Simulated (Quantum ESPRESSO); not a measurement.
## Cost and result for the electronic dielectric constant of Si

Symmetry: Fd-3m, No. 227, cubic system. The conventional cell has a = 5.444 Å, b = 5.444 Å, c = 5.444 Å, α = 90.00°, β = 90.00°, γ = 90.00°. Si (site symmetry -43m) has 4 Si at 2.36 Å as nearest neighbours.

```csv
rung,level,program and potentials,cutoff (eV),k mesh,core time,chip,electronic dielectric constant,notes
GGA,PBE,"Quantum ESPRESSO, SG15 PBE 1.2",544,"8 × 8 × 8, shifted",85 s,Arm Neoverse V2,13.15,cell relaxed first (20.54 Å³/atom)
GGA,AM05,"Quantum ESPRESSO, PseudoDojo 0.4.1 SR PBE standard",490,"8 × 8 × 8, shifted",86 s,Intel Xeon Platinum 8488C Sapphire Rapids,13.25,potentials made for PBE
GGA + dispersion,PBE+D3(BJ),"Quantum ESPRESSO, PseudoDojo 0.4.1 SR PBE standard",490,"8 × 8 × 8, shifted",90 s,Arm Neoverse V2,12.88,cell relaxed first (19.90 Å³/atom)
LDA,LDA,"Quantum ESPRESSO, PseudoDojo 0.4.1 SR LDA standard",435,"8 × 8 × 8, shifted",1.7 min,Arm Neoverse V1,13.20,cell relaxed first (19.61 Å³/atom)
LDA,LDA,"Quantum ESPRESSO, GBRV 1.5 LDA",612,"8 × 8 × 8, shifted",2.5 min,Arm Neoverse V2,13.27,cell relaxed first (19.69 Å³/atom)
GGA,PBE,"Quantum ESPRESSO, SSSP 1.3 efficiency PBE",748,"8 × 8 × 8, shifted",4.8 min,Arm Neoverse V2,12.99,cell relaxed first (20.45 Å³/atom)
non-local van der Waals functional,rev-vdW-DF2,"Quantum ESPRESSO, PseudoDojo 0.4.1 SR PBE standard",490,"8 × 8 × 8, shifted",5.6 min,AMD EPYC 9R45 Zen 5,13.02,potentials made for PBE; cell relaxed first (20.41 Å³/atom)
non-local van der Waals functional,vdW-DF-cx,"Quantum ESPRESSO, PseudoDojo 0.4.1 SR PBE standard",490,"8 × 8 × 8, shifted",7 min,Arm Neoverse V1,13.11,potentials made for PBE; cell relaxed first (20.26 Å³/atom)
```

Times are single runs on shared hosts and different chips, so they are rough; meshes, cutoffs and the tasks' sizes weigh on the time. Task: phonons. All rows: no spin polarisation. The cell comes from a database and isn't always the measured one. All levels ran on this one cell, unrelaxed unless noted. Meshes are those of the run's cell of 2 atoms unless a note names another. Runs on faulty files, with rough fits or with known faults for this quantity aren't shown. No row holds spin-orbit coupling.

By rung: LDA in relaxed cells 13.20 to 13.27; GGA in relaxed cells 12.99 to 13.15; GGA 13.25; GGA + dispersion in relaxed cells 12.88; non-local van der Waals functional in relaxed cells 13.02 to 13.11.

All the calculations give silicon a large electronic dielectric constant, from 12.88 to 13.27, as expected for a covalent semiconductor whose bonding electrons polarise easily through transitions into antibonding states. Because the crystal is non-polar, its zone-centre optical phonons carry no dipole, so this electronic response is essentially the whole static one.

Every value lies above the measured constant. The likely cause is that these functionals make the transition energies too small and lack the long-range exchange-correlation response that would offset this.

The choice of functional matters little. The two PBE results, 13.15 and 12.99, differ by more than the gap between the lower LDA value and the higher PBE one, so no firm ranking follows. Cell volume doesn't order the set either: LDA has the smallest relaxed cells but not the smallest constants. The pairwise dispersion term doesn't act directly on the electronic response, so its low value probably reflects the contracted cell, which widens the average bonding-antibonding separation, though the change of potentials may also contribute.
